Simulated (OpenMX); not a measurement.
Crystal: SiC (Moissanite).

```
CELL_PARAMETERS angstrom
3.07600 0.00000 0.00000
-1.53800 2.66389 0.00000
0.00000 0.00000 5.04800
ATOMIC_POSITIONS crystal
Si 0.66667 0.33333 0.50000
Si 0.33333 0.66667 0.00000
C 0.66667 0.33333 0.88500
C 0.33333 0.66667 0.38500
```

Base run:

```yaml
Program: OpenMX 3.8.5
Functional: PBE
Potentials_or_basis: OpenMX 2013 PBE set, Si7.0-s2p1d1, C6.0-s2p2, grid cutoff 300 Ry
k_mesh: 11 × 11 × 5
Occupations: fermi-dirac, width 0.05 eV
Spin: no spin polarisation
```

Its results: band gap on the k mesh 2.90 eV, indirect (least direct gap 4.48 eV); pressure 5.2 GPa; largest force 0.831 eV/Å.

Q: After a change of settings the same cell gave: band gap on the k mesh 2.47 eV, indirect (least direct gap 4.10 eV); pressure 4.9 GPa; largest force 0.795 eV/Å. Which change was it?
A. functional from PBE to LDA; potentials or basis from OpenMX 2013 PBE set, Si7.0-s2p1d1, C6.0-s2p2, grid cutoff 300 Ry to OpenMX 2013 LDA set, Si7.0-s2p2d1, C6.0-s2p2d1, grid cutoff 300 Ry
B. potentials or basis from OpenMX 2013 PBE set, Si7.0-s2p1d1, C6.0-s2p2, grid cutoff 300 Ry to OpenMX 2013 PBE set, Si7.0-s3p3d2, C6.0-s3p2d2, grid cutoff 300 Ry
C. potentials or basis from OpenMX 2013 PBE set, Si7.0-s2p1d1, C6.0-s2p2, grid cutoff 300 Ry to OpenMX 2013 PBE set, Si7.0-s2p2d1, C6.0-s2p2d1, grid cutoff 300 Ry

A: B.

Caveats: the mesh misses the band edges, which the band path finds closer together; the basis of atomic orbitals isn't converged, which shifts pressures, moduli and gaps.

Not every run made on this cell is shown here.
